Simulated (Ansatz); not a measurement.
# Transmission past a defect: (3,3) C nanotube, B in place of one C, part 3 of 4

What does the defect do to the conductance?

Ansatz 0.2.0; DFT PBE, plane waves, PAW; relaxation of a wire's period (the session's first sound run).

So far, conductance of the lead as this run defines it (G₀): step 3 (bands of the perfect wire) 1.99.

### 4. Relaxing the junction

This step: DFT PBE, plane waves, PAW; relaxation of a junction in a wire, ends held (Ansatz 0.2.0).

System of this step: (3,3) C nanotube, B in place of one C. The cell holds 108 atoms: 107 C and 1 B. Cell: a = 10.868 Å, b = 10.806 Å, c = 22.198 Å, α = 90.0°, β = 90.0°, γ = 90.0°. Regions: held atoms, 72 atoms (72 C); free atoms, 36 atoms (35 C and 1 B). Vacuum lies along a and b. The structure's axis is c.

36 atoms at the defect are free to relax, while 72 stay where the perfect wire has them, so that the ends still repeat as a lead. The cutoff is set under the files' recommended one to save time.

The input, input.yaml:

```yaml
crystal:
  lattice:
    - [10.868, 0.0, 0.0]
    - [0.0, 10.806, 0.0]
    - [0.0, 0.0, 22.1983375192]
  atoms:
    - { symbol: C, position: [0.648270333, 0.625321483, 0.0] }
    - { symbol: C, position: [0.693514289, 0.500080905, 0.0] }
    - { symbol: C, position: [0.306485711, 0.499919095, 0.055555556] }
    - { symbol: C, position: [0.351729667, 0.374678517, 0.055555556] }
    - { symbol: C, position: [0.466301137, 0.6917572, 0.055555556] }
    - { symbol: C, position: [0.596808716, 0.66874403, 0.055555556] }
    - { symbol: C, position: [0.596793625, 0.331410626, 0.055555556] }
    - { symbol: C, position: [0.68187081, 0.433551851, 0.055555556] }
    - { symbol: C, position: [0.31812919, 0.566448149, 0.0] }
    - { symbol: C, position: [0.403206375, 0.668589374, 0.0] }
    - { symbol: C, position: [0.403191284, 0.33125597, 0.0] }
    - { symbol: C, position: [0.533698863, 0.3082428, 0.0] }
    - { symbol: C, position: [0.648270333, 0.625321483, 0.111111111] }
    - { symbol: C, position: [0.693514289, 0.500080905, 0.111111111] }
    - { symbol: C, position: [0.306485711, 0.499919095, 0.166666667] }
    - { symbol: C, position: [0.351729667, 0.374678517, 0.166666667] }
    - { symbol: C, position: [0.466301137, 0.6917572, 0.166666667] }
    - { symbol: C, position: [0.596808716, 0.66874403, 0.166666667] }
    - { symbol: C, position: [0.596793625, 0.331410626, 0.166666667] }
    - { symbol: C, position: [0.68187081, 0.433551851, 0.166666667] }
    - { symbol: C, position: [0.31812919, 0.566448149, 0.111111111] }
    - { symbol: C, position: [0.403206375, 0.668589374, 0.111111111] }
    - { symbol: C, position: [0.403191284, 0.33125597, 0.111111111] }
    - { symbol: C, position: [0.533698863, 0.3082428, 0.111111111] }
    - { symbol: C, position: [0.648270333, 0.625321483, 0.222222222] }
    - { symbol: C, position: [0.693514289, 0.500080905, 0.222222222] }
    - { symbol: C, position: [0.306485711, 0.499919095, 0.277777778] }
    - { symbol: C, position: [0.351729667, 0.374678517, 0.277777778] }
    - { symbol: C, position: [0.466301137, 0.6917572, 0.277777778] }
    - { symbol: C, position: [0.596808716, 0.66874403, 0.277777778] }
[... 72 atom lines left out ...]
    - { symbol: C, position: [0.596793625, 0.331410626, 0.944444444] }
    - { symbol: C, position: [0.68187081, 0.433551851, 0.944444444] }
    - { symbol: C, position: [0.31812919, 0.566448149, 0.888888889] }
    - { symbol: C, position: [0.403206375, 0.668589374, 0.888888889] }
    - { symbol: C, position: [0.403191284, 0.33125597, 0.888888889] }
    - { symbol: C, position: [0.533698863, 0.3082428, 0.888888889] }
magnetization:
  spin_polarized: true
kpoints:
  mp_grid: { grid: [1, 1, 2] }
scf:
  occupations: { method: fermi_dirac, width: 0.1 }
hamiltonian:
  xc: pbe
relax:
  constraints:
    - { sites: [0, 1, 2, 3, 4, 5, 6, 7, 8, 9, 10, 11, 12, 13, 14, 15, 16, 17, 18, 19, 20, 21, 22, 23, 24, 25, 26, 27, 28, 29, 30, 31, 32, 33, 34, 35, 72, 73, 74, 75, 76, 77, 78, 79, 80, 81, 82, 83, 84, 85, 86, 87, 88, 89, 90, 91, 92, 93, 94, 95, 96, 97, 98, 99, 100, 101, 102, 103, 104, 105, 106, 107] }
  f_tol: 0.06
  max_steps: 35
basis:
  ecutwfc: "350 eV"
```

On the command line:

```console
$ ansatz run input.yaml --threads 4 --pin off --max-ram 16384MiB --backend cpu --events-out ev --progress --plain --runs-dir out
```

Numbers of over 12 decimals in the logs are rounded to 6 here.

The log of the run:

```text
[...]
Warning: crystal.symmetry: narrowed to the stabiliser of the relax constraints — unitary ops 2 → 1; lowered at sites 26, 27, 28, 29, 30, 31, 62, 63, 64, 65, 66, 67 (the operations that carried what is held of a site onto what its image site leaves free; the constrained walk keeps no symmetry that its constraints do not admit)
[...]
Crystal: 108 atoms, lattice volume = 2606.964 Å³
Basis set: ecut = 350 eV, 38787 PW (Γ), exchange–correlation on 144×144×288 points (8 copies of the dense FFT grid, shifted against one another)
Bands: 324, of which v1, the nominal top of the filled ones, is band 216 counted from 1 (215 counted from 0)
Symmetry: 1 space group operations
k-points: 2
[...]
Starting moments: Σ|m| = 0.3 μB on 1 of 108 sites
[...]
SCF iter   1: F=—  HF=-27008.523975 eV  |F-HF|=—  |Δ(HF+E_count)|=         —  Δρ=3.82e-2 (↑3.80e-2 ↓3.82e-2)  dr2=1.51e2  dr2_m=1.16e-2  M=0.011 μB ∫|m|=0.074 μB  β_m=0.30  ethr=3.10e-3  ⟨swp⟩=7.0  Hψ=6454  notcnv=0  defer=240
[...]
spin=Collinear: LDOS preconditioning applied to the charge; magnetization (m = ρ↑ − ρ↓) channel mixes plain (no charge-response kernel on spin).
SCF iter   2: F=—  HF=-26969.367232 eV  |F-HF|=—  |Δ(HF+E_count)|=    3.92e1  Δρ=2.33e-2 (↑2.31e-2 ↓2.33e-2)  dr2=5.04e1  dr2_m=6.19e-3  M=0.008 μB ∫|m|=0.060 μB  β_m=0.30  ethr=3.10e-3  ⟨swp⟩=3.0  Hψ=2574  notcnv=0  defer=302
[...]
SCF iter   7: F=—  HF=-26951.929866 eV  |F-HF|=—  |Δ(HF+E_count)|=   3.00e-4  Δρ=1.38e-4 (↑1.38e-4 ↓1.30e-4)  dr2=4.84e-4  dr2_m=3.33e-4  M=0.002 μB ∫|m|=0.022 μB  β_m=0.30  ethr=5.07e-7  ⟨swp⟩=2.0  Hψ=1741  notcnv=0  defer=302
[...]
spin-set hold released at iteration 7 (site moments contracting): the magnetisation degrees of freedom join the quasi-Newton model from the next iteration; the mixer history was flushed
SCF iter   8: F=—  HF=-26951.930053 eV  |F-HF|=—  |Δ(HF+E_count)|=   1.87e-4  Δρ=9.94e-5 (↑9.94e-5 ↓9.59e-5)  dr2=9.47e-5  dr2_m=1.93e-4  M=0.001 μB ∫|m|=0.018 μB  β_m=0.52  ethr=1.12e-7  ⟨swp⟩=2.0  Hψ=1545  notcnv=0  defer=302
[...]
SCF iter  11: F=-26951.930447 eV  HF=-26951.930447 eV  |F-HF|=1.40e-7  |Δ(HF+E_count)|=   3.54e-6  Δρ=2.86e-6 (↑2.69e-6 ↓2.86e-6)  dr2=9.34e-8  dr2_m=1.71e-7  M=-0.000 μB ∫|m|=0.004 μB  ethr=7.65e-11  ⟨swp⟩=3.0  Hψ=2692  notcnv=0
WARN: the starting moments were not kept: the SCF closed with an absolute magnetisation of 3.7e-3 μB, where they sum to 0.3 μB in size (1 site). That is at most 0.1 of that sum. Measured as dr2_m measures the in/out step, that magnetisation stands 1.9e-7 eV from none, at or under the dr2_threshold of 9.0e-5 eV: it is no larger than a step whose dr2_m would equal this threshold. The system may hold no moment; this SCF [...]
SCF 1 converged in 11 iterations: F = -26951.930447 eV  dr2 = 9.34e-8
[...]
relax step   1: F+E_penalty+E_count = -26951.93044744 eV  Δ(F+E_penalty+E_count) = +0.000e0 eV  max|allowed force component| = 3.443e0 eV/Å  Δτ_max = 0.0000 Å  (11 SCF iters, dr2 threshold 9.00e-5 eV, accepted)
[...]
Starting moments: Σ|m| = 0.3 μB on 1 of 108 sites; this step starts from the density that it was given
[...]
SCF iter   6: F=-26952.341032 eV  HF=-26952.341031 eV  |F-HF|=1.40e-6  |Δ(HF+E_count)|=   1.37e-5  Δρ=3.92e-6 (↑3.92e-6 ↓3.39e-6)  dr2=6.27e-7  dr2_m=1.28e-7  M=-0.000 μB ∫|m|=0.003 μB  ethr=1.85e-9  ⟨swp⟩=1.0  Hψ=3890  notcnv=0
the starting moments were not kept: the SCF closed with an absolute magnetisation of 2.6e-3 μB, where they sum to 0.3 μB in size (1 site). That is at most 0.1 of that sum. Measured as dr2_m measures the in/out step, that magnetisation stands 1.0e-7 eV from none, at or under the dr2_threshold of 1.0e-4 eV: it is no larger than a step whose dr2_m would equal this threshold.
SCF 2 converged in 6 iterations: F = -26952.341032 eV  dr2 = 6.27e-7
[...]
relax step   2: F+E_penalty+E_count = -26952.34103193 eV  Δ(F+E_penalty+E_count) = -4.106e-1 eV  max|allowed force component| = 1.575e0 eV/Å  Δτ_max = 0.0981 Å  (6 SCF iters, dr2 threshold 1.00e-4 eV, accepted)
SCF iter   1: F=—  HF=-26952.323661 eV  |F-HF|=—  |Δ(HF+E_count)|=         —  Δρ=1.74e-3 (↑1.73e-3 ↓1.74e-3)  dr2=2.97e-1  dr2_m=3.22e-5  M=-0.000 μB ∫|m|=0.007 μB  β_m=0.30  ethr=6.46e-4  ⟨swp⟩=5.5  Hψ=3243  notcnv=0  defer=302
[...]
SCF iter   5: F=-26952.225185 eV  HF=-26952.225184 eV  |F-HF|=1.18e-6  |Δ(HF+E_count)|=   3.25e-5  Δρ=1.11e-5 (↑1.10e-5 ↓1.11e-5)  dr2=7.82e-6  dr2_m=1.72e-7  M=-0.000 μB ∫|m|=0.002 μB  ethr=2.32e-8  ⟨swp⟩=2.0  Hψ=3796  notcnv=0
[...]
SCF 3 converged in 5 iterations: F = -26952.225185 eV  dr2 = 7.82e-6
[...]
relax step   3: F+E_penalty+E_count = -26952.22518521 eV  Δ(F+E_penalty+E_count) = +1.158e-1 eV  max|allowed force component| = 2.008e0 eV/Å  Δτ_max = 0.0955 Å  (5 SCF iters, dr2 threshold 1.00e-4 eV, rejected (line search))
[...]
relax step   4: F+E_penalty+E_count = -26952.42229722 eV  Δ(F+E_penalty+E_count) = -8.127e-2 eV  max|allowed force component| = 1.340e-1 eV/Å  Δτ_max = 0.0468 Å  (8 SCF iters, accepted)
SCF iter   1: F=—  HF=-26952.429589 eV  |F-HF|=—  |Δ(HF+E_count)|=         —  Δρ=4.72e-4 (↑4.68e-4 ↓4.72e-4)  dr2=1.60e-2  dr2_m=2.38e-6  M=-0.000 μB ∫|m|=0.002 μB  β_m=0.30  ethr=5.75e-5  ⟨swp⟩=4.0  Hψ=2652  notcnv=0  defer=298
[...]
SCF iter   8: F=-26952.425601 eV  HF=-26952.425601 eV  |F-HF|=4.80e-10  |Δ(HF+E_count)|=   6.80e-9  Δρ=1.48e-7 (↑1.19e-7 ↓1.48e-7)  dr2=5.10e-10  dr2_m=3.05e-10  M=-0.000 μB ∫|m|=0.000 μB  ethr=1.00e-12  ⟨swp⟩=1.0  Hψ=3163  notcnv=0
[...]
SCF 5 converged in 8 iterations: F = -26952.425601 eV  dr2 = 5.10e-10
[...]
relax step   5: F+E_penalty+E_count = -26952.42560063 eV  Δ(F+E_penalty+E_count) = -3.303e-3 eV  max|allowed force component| = 3.272e-2 eV/Å  Δτ_max = 0.0178 Å  (8 SCF iters, accepted)
SCF converged after 8 iterations
Magnetization: -0.0000 μB (215.5000 up, 215.5000 down)
Absolute magnetization: 0.0002 μB (∫|ρ↑−ρ↓|, with the PAW one-centre terms)
[...]
Per-site moments (μB) at R_I (Å): [(6.880063892776557e-7, 0.591165), (-6.990967691870114e-7, 0.591147), (-7.347465436927728e-7, 0.591147), (6.383759682859735e-7, 0.591165), (6.818367495049593e-7, 0.591152), (-7.526683517517037e-7, 0.591165), (-7.199208406188536e-7, 0.591152), (6.499324265409373e-7, 0.591147), (6.803276530062465e-7, 0.591147), (-7.431974826637784e-7, 0.591152), (-6.960146083086542e-7, 0.591165), (6.51 [...]
Free energy (F): -26952.425601 eV
[...]
Internal energy: -26952.201550 eV  (E = F + TS)
E sigma→0 (E₀):  -26952.313575 eV
Entropy (-TS):   -0.224050 eV (-2.075 meV/atom)
Fermi energy:    -0.081861 eV
[...]
--- Forces (eV/Å), atoms counted from 1 ---
  atom   1  C     -0.01574744     0.01077280    -0.01257401
  atom   2  C      0.00110079    -0.00967843    -0.00760184
  atom   3  C     -0.00011064    -0.00007097     0.00647663
  atom   4  C      0.01757390     0.01116580     0.02126708
  atom   5  C     -0.02421615    -0.01734519     0.04662673
  atom   6  C      0.01728005    -0.00087220     0.00797904
  atom   7  C     -0.00661282    -0.00244940     0.00140521
  atom   8  C     -0.00243729     0.00935155     0.00773537
  atom   9  C      0.01410683    -0.00721972    -0.01645482
  atom  10  C     -0.00197558     0.00845323    -0.02712960
  atom  11  C     -0.00605055    -0.00825791    -0.02095530
  atom  12  C      0.00640923     0.01065936    -0.01216467
  atom  13  C     -0.00674433     0.02072566    -0.00577667
  atom  14  C      0.00781338    -0.02004217     0.00789912
  atom  15  C     -0.02948099    -0.00431528    -0.10675535
  atom  16  C      0.03136078     0.01928836    -0.02307783
  atom  17  C      0.01116510    -0.01860122    -0.00020186
  atom  18  C     -0.01083679     0.00410165    -0.02470982
  atom  19  C     -0.03499708    -0.03061923    -0.06915473
  atom  20  C      0.00860755     0.01084474    -0.01935830
  atom  21  C     -0.01742581    -0.04417935     0.04470051
  atom  22  C      0.01290960     0.05689771    -0.04174824
  atom  23  C     -0.04139841    -0.00390024     0.00415302
  atom  24  C      0.04665642     0.00949875     0.01848240
  atom  25  C     -0.00084530    -0.02468446     0.01272129
  atom  26  C     -0.01939762     0.00674182    -0.01632516
  atom  27  C     -0.07780207     0.10882325    -0.09420440
  atom  28  C      0.06102244    -0.15862937     0.11616679
  atom  29  C      0.04720523    -0.00220171     0.01931418
  atom  30  C      0.01940187    -0.01395539     0.03468679
  atom  31  C     -0.11271336    -0.06841989    -0.74295261
  atom  32  C      0.02467883     0.00447623    -0.03039784
  atom  33  C      0.02051622    -0.03539909     0.14584768
  atom  34  C     -0.00199568     0.01299447     0.00151403
  atom  35  C      0.06780627     0.02131960    -0.07681010
  atom  36  C      0.02483786     0.10325143    -0.14468169
  atom  37  C      0.00333526    -0.00306217    -0.00870423
  atom  38  C     -0.00719326    -0.00530478     0.03272147
  atom  39  C      0.00457527    -0.00105369    -0.01522863
  atom  40  C      0.00723125    -0.00392564     0.00275878
[...]
atom  97  C     -0.01516742     0.00661406     0.00797406
  atom  98  C     -0.00152379    -0.00597925     0.00764793
  atom  99  C     -0.02229172     0.02132213     0.00180873
  atom 100  C      0.01242437    -0.01765811     0.00222802
  atom 101  C     -0.02234410    -0.00849697     0.00012630
  atom 102  C      0.02841594     0.01482159     0.00349114
  atom 103  C     -0.00840052    -0.02094176     0.00271345
  atom 104  C      0.01149875     0.01287960     0.00154502
  atom 105  C      0.01577080    -0.00664191     0.01428610
  atom 106  C     -0.00230456     0.00664151     0.02846041
  atom 107  C      0.00012285    -0.00819779     0.02018813
  atom 108  C      0.00168103     0.01261565     0.01163284
  max |Σ_I F_I| component: 1.29e-5 eV/Å
--- Relaxed structure (5 steps of the walk, 4 accepted, 0 SCFs on fresh bases) ---
  F+E_penalty+E_count = -26952.42560063 eV   max|allowed force component| = 3.272e-2 eV/Å
  atoms:
    - { symbol: C, position: [0.648270333, 0.625321483, -5.555553914281407e-11] }
    - { symbol: C, position: [0.693514289, 0.500080905, -5.555553914281407e-11] }
    - { symbol: C, position: [0.306485711, 0.499919, 0.055556] }
    - { symbol: C, position: [0.351729667, 0.374679, 0.055556] }
    - { symbol: C, position: [0.466301137, 0.6917572, 0.055556] }
    - { symbol: C, position: [0.596808716, 0.66874403, 0.055556] }
    - { symbol: C, position: [0.596793625, 0.331410626, 0.055556] }
    - { symbol: C, position: [0.68187081, 0.433552, 0.055556] }
    - { symbol: C, position: [0.31812919, 0.566448149, -5.555553914281407e-11] }
    - { symbol: C, position: [0.403206375, 0.668589374, -5.555553914281407e-11] }
    - { symbol: C, position: [0.403191284, 0.331256, -5.555553914281407e-11] }
    - { symbol: C, position: [0.533698863, 0.3082428, -5.555553914281407e-11] }
    - { symbol: C, position: [0.648270333, 0.625321483, 0.111111] }
    - { symbol: C, position: [0.693514289, 0.500080905, 0.111111] }
    - { symbol: C, position: [0.306485711, 0.499919, 0.166667] }
    - { symbol: C, position: [0.351729667, 0.374679, 0.166667] }
    - { symbol: C, position: [0.466301137, 0.6917572, 0.166667] }
    - { symbol: C, position: [0.596808716, 0.66874403, 0.166667] }
    - { symbol: C, position: [0.596793625, 0.331410626, 0.166667] }
    - { symbol: C, position: [0.68187081, 0.433552, 0.166667] }
    - { symbol: C, position: [0.31812919, 0.566448149, 0.111111] }
    - { symbol: C, position: [0.403206375, 0.668589374, 0.111111] }
    - { symbol: C, position: [0.403191284, 0.331256, 0.111111] }
    - { symbol: C, position: [0.533698863, 0.3082428, 0.111111] }
    - { symbol: C, position: [0.648270333, 0.625321483, 0.222222] }
    - { symbol: C, position: [0.693514289, 0.500080905, 0.222222] }
    - { symbol: C, position: [0.306485711, 0.499919, 0.277778] }
    - { symbol: C, position: [0.351729667, 0.374679, 0.277778] }
    - { symbol: C, position: [0.466301137, 0.6917572, 0.277778] }
    - { symbol: C, position: [0.596808716, 0.66874403, 0.277778] }
    - { symbol: C, position: [0.596793625, 0.331410626, 0.277778] }
    - { symbol: C, position: [0.68187081, 0.433552, 0.277778] }
    - { symbol: C, position: [0.31812919, 0.566448149, 0.222222] }
    - { symbol: C, position: [0.403206375, 0.668589374, 0.222222] }
    - { symbol: C, position: [0.403191284, 0.331256, 0.222222] }
    - { symbol: C, position: [0.533698863, 0.3082428, 0.222222] }
    - { symbol: C, position: [0.648161, 0.624587, 0.333287] }
    - { symbol: C, position: [0.693135, 0.499414, 0.333266] }
    - { symbol: C, position: [0.307794, 0.498412, 0.388817] }
    - { symbol: C, position: [0.350326, 0.372408, 0.389140] }
[...]
- { symbol: B, position: [0.533400, 0.294083, 0.444649] }
[...]
- { symbol: C, position: [0.648270333, 0.625321483, 0.888889] }
    - { symbol: C, position: [0.693514289, 0.500080905, 0.888889] }
    - { symbol: C, position: [0.306485711, 0.499919, 0.944444] }
    - { symbol: C, position: [0.351729667, 0.374679, 0.944444] }
    - { symbol: C, position: [0.466301137, 0.6917572, 0.944444] }
    - { symbol: C, position: [0.596808716, 0.66874403, 0.944444] }
    - { symbol: C, position: [0.596793625, 0.331410626, 0.944444] }
    - { symbol: C, position: [0.68187081, 0.433552, 0.944444] }
    - { symbol: C, position: [0.31812919, 0.566448149, 0.888889] }
    - { symbol: C, position: [0.403206375, 0.668589374, 0.888889] }
    - { symbol: C, position: [0.403191284, 0.331256, 0.888889] }
    - { symbol: C, position: [0.533698863, 0.3082428, 0.888889] }
```

Elapsed: 5.3 min, on 4 threads of Arm Neoverse V2, shared host; peak memory 9.6 GiB; 20 min of CPU time.

Step by step:

| step | energy less that of the first step (eV) | largest force component (eV/Å) |
| --- | --- | --- |
| 1 | 0.0000 | 3.4434 |
| 2 | -0.4106 | 1.5748 |
| 3 | -0.2947 | 2.0081 |
| 4 | -0.4919 | 0.1340 |
| 5 | -0.4952 | 0.0327 |

Relaxation step 3 was tried and not accepted.

The atoms that moved most (Å):

| atom | dx | dy | dz | length |
| --- | --- | --- | --- | --- |
| B60 | -0.003 | -0.153 | 0.005 | 0.153 |
| C59 | -0.100 | -0.105 | 0.001 | 0.145 |
| C55 | 0.033 | -0.066 | 0.056 | 0.092 |
| C43 | 0.030 | -0.063 | -0.047 | 0.084 |
| C49 | -0.010 | -0.056 | 0.001 | 0.057 |
| C50 | -0.016 | -0.049 | 0.002 | 0.052 |
| C56 | -0.021 | -0.038 | 0.021 | 0.048 |
| C44 | -0.022 | -0.036 | -0.017 | 0.045 |

Numbers from this step:

```yaml
energy_at_zero_smearing: -26952.3136 eV
```

The largest force component on a free atom ends at 0.033 eV/Å, under the limit of 0.06. B ends nearest to C at 1.51 Å, C at 1.51 Å and C at 1.54 Å.

(Continued in part 4 of 4.)

[Logs are printed without paths, hosts, clocks, repeated set-up lines and the standing remarks that a program may print on its own settings, such as how far it seeks lower states.]

[Hosts, paths, dates, database ids (printed as entryN), source tags and the programs' standing remarks are cut or masked in the printed files.]
